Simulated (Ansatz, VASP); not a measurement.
Li2O in VASP and in Ansatz

```
Li O
1.0
     0.00000    2.32685    2.32685
     2.32685    0.00000    2.32685
     2.32685    2.32685    0.00000
Li O
2 1
Direct
  0.75000 0.75000 0.75000
  0.25000 0.25000 0.25000
  0.00000 0.00000 0.00000
```

Alike in both runs: task single point; functional PBE; k mesh 6 × 6 × 6; occupations gaussian, width 0.1 eV; no spin polarisation.

|  | VASP | Ansatz |
| --- | --- | --- |
| version | VASP 6.6.1 | Ansatz 0.2.0 |
| potentials or method | VASP PAW PBE potentials, release 64 (Li_sv, O) | scalar-relativistic, plane waves, PAW |
| plane-wave cutoff (eV) | 520 | 420 |
| valence electrons in the cell | 12 | 12 |

Ansatz gave:

- gap on the k mesh at the Fermi level (eV): 4.95
- least direct gap on the mesh (eV): 5.11

Problem. Estimate VASP's values.

Solution. gap on the k mesh at the Fermi level (eV): 4.93; least direct gap on the mesh (eV): 5.12.

 A k mesh can miss the band edges.
